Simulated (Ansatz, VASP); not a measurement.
This is a calculation of Ta for Ansatz 0.2.0.

input.yaml

```yaml
crystal:
  lattice:
    - [2.8411641924, 0.0, 0.0]
    - [-1.4205820962, 2.460520367, 0.0]
    - [0.0, 0.0, 5.0608102442]
  atoms:
    - { symbol: Ta, position: [0.3333333333, 0.6666666667, 0.25] }
    - { symbol: Ta, position: [0.6666666667, 0.3333333333, 0.75] }
hamiltonian:
  xc: pbesol
  pseudopotentials: { kind: paw }
kpoints:
  mp_grid: { grid: [11, 11, 5] }
scf:
  occupations: { method: fermi_dirac, width: 0.05 }
output:
  forces: true
  stress: true
  eigenvalues: true
```

Potentials or basis: Ansatz PAW.

Launch:

```bash
$ ansatz run input.yaml --threads 1 --pin off --max-ram 3584MiB --backend cpu --events-out ev --progress --plain --runs-dir out
```

Problem. Set up the same calculation for VASP 6.6.1. Potentials there: VASP PAW PBE potentials, release 64 (Ta_pv).

Solution. As run (the cutoff follows the program's own potentials):

The input INCAR:

```
ALGO     = Normal         # electronic algorithm
EDIFF    = 1E-7           # SCF threshold, eV
ENCUT    = 520            # plane-wave cutoff, eV
GGA      = PS             # functional
ISIF     = 2              # what is computed and relaxed
ISMEAR   = -1             # smearing method
LASPH    = True           # aspherical terms in the spheres
LCHARG   = False          # write CHGCAR
LREAL    = False          # projectors in reciprocal space
LWAVE    = False          # write WAVECAR
NBANDS   = 18             # bands
NELM     = 100            # most SCF steps
PREC     = Accurate       # precision mode
SIGMA    = 0.05           # smearing width, eV
```

File KPOINTS:

```
k-points
0
Gamma
  11 11 5
```

File POSCAR:

```
Ta
1.0
    2.8411641924      0.0000000000      0.0000000000
   -1.4205820962      2.4605203670      0.0000000000
    0.0000000000      0.0000000000      5.0608102442
Ta
2
Direct
    0.3333333333      0.6666666667      0.2500000000
    0.6666666667      0.3333333333      0.7500000000
```

Potentials or basis: VASP PAW PBE potentials, release 64 (Ta_pv).

Command:

```console
$ cat potpaw_PBE.64/Ta_pv/POTCAR > POTCAR
$ mpirun -np 1 vasp_std > vasp.out
```

Both were run:

|  | VASP | Ansatz | Ansatz less VASP |
| --- | --- | --- | --- |
| gap on the k mesh at the Fermi level (eV) | none | none | - |
| pressure (GPa) | 5.1 | 4.9 | -0.18 |
| largest component of the traceless stress (GPa) | 0.37 | 0.39 | +0.024 |

A gap of «none» marks a metal or a gap that the smearing closes. The two sets of potentials don't hold the same shells in valence.

Caveats: the PAW data sets were made with another functional, which shifts forces and pressure a little (VASP); the PAW data sets come from PBE, with cores solved anew for the run's functional, which leaves a small shift of forces and pressure (Ansatz). Spin-orbit coupling is left out, which matters for the levels of Ta.
